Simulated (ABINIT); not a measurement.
Set up this calculation in ABINIT 10.8.3 (patched build), as the native input.

```
Task                                            : equation of state
Functional                                      : BLYP
Potentials or basis                             : JTH PAW PBE v2.0
Cutoff                                          : 463 eV
k mesh                                          : 11 × 11 × 11
Occupations                                     : fermi-dirac, width 0.05 eV
Spin                                            : no spin polarisation
Fine-grid cutoff                                : 925.187 eV
Exchange and correlation inside the PAW spheres : full angular mesh (pawxcdev 0, this build's default; the released program takes 1)
```

Crystal: Ag.

```
Ag
1.0
     0.00000    2.04275    2.04275
     2.04275    0.00000    2.04275
     2.04275    2.04275    0.00000
Ag
1
Cartesian
  0.0000 0.0000 0.0000
```

These files were run (other wordings do the same):

run.abi

```
# Datasets: one volume each
ndtset 7
getwfk -1
scalecart1 3*0.9795861087
scalecart2 3*0.9864848297
scalecart3 3*0.9932883884
scalecart4 3*1.0000000000
scalecart5 3*1.0066227096
scalecart6 3*1.0131594038
scalecart7 3*1.0196128224

# Pseudopotentials
pp_dirpath "./"
pseudos "Ag.GGA_PBE-JTH.xml"

# Structure
acell 3*1.0
rprim
     0.0000000000     3.8602380411     3.8602380411
     3.8602380411     0.0000000000     3.8602380411
     3.8602380411     3.8602380411     0.0000000000
ntypat 1
znucl 47
natom 1
typat 1
xred
     0.0000000000     0.0000000000     0.0000000000

# Plane-wave basis
ecut 462.593566 eV
pawecutdg 34.0

# k points
kptopt 1
ngkpt 11 11 11
nshiftk 1
shiftk 0.0 0.0 0.0

# Exchange and correlation
ixc -106131

# Bands and occupations
nband 10
occopt 3
tsmear 0.00183747

# SCF cycle
nstep 100
tolvrs 1.0e-9

# Output
iomode 3
prtwf 1
prtden 0
prteig 0
prtebands 0
enunit 1
```

Potentials or basis: JTH PAW PBE v2.0.

Run with:

```sh
$ abinit run.abi > log 2>&1
```

Results of the run:

| Item | Value |
| --- | --- |
| Equilibrium volume | 19.35 Å³/atom (rough: see the caveat) |
| Bulk modulus | 65 GPa (rough) |

Caveat: pressures at fixed basis lie under the slope of the energies; the minimum lies outside the volumes run; the PAW data sets were made with another functional, which shifts forces and pressure a little.

It took 40 s on 1 thread of Arm Neoverse V1, with other jobs on the host, peak memory 0.13 GiB.
